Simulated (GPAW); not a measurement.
## SnO2 in GPAW: the effect of functional

The system is SnO2.

```
Sn O
1.0
     4.78800    0.00000    0.00000
     0.00000    4.86658    0.00000
     0.00000    0.00000    3.24090
Sn O
2 4
Direct
  0.00000 0.00000 0.00000
  0.50000 0.50000 0.50000
  0.70815 0.67896 0.00000
  0.20814 0.82104 0.50000
  0.79185 0.17896 0.50000
  0.29185 0.32104 0.00000
```

The cell is a database's computed one.

Alike in all runs:

| Item | Value |
| --- | --- |
| Program | GPAW 26.7.0 |
| Cutoff | 800 eV |
| Basis | pw |
| k mesh | 4 × 4 × 6 |
| Occupations | fermi-dirac, width 0.05 eV |
| Spin | no spin polarisation |

Question: One run gave: gap on the mesh 0.70 eV. Which functional did it use?
A. LDA
B. TB-mBJ
C. r2SCAN

Answer: A.

```tsv
functional	potentials or basis	gap on the mesh (eV)
LDA	the program's PAW data sets (release 1.2.1) made for this functional	0.70
r2SCAN	GPAW PAW data sets (gpaw-data 1.2.1)	1.45
TB-mBJ	GPAW PAW data sets for LDA (gpaw-data 1.2.1)	2.55
```

Caveats: spin-orbit coupling is left out, which moves the levels of the heavy elements; a model potential gives levels but no total energy (some runs).

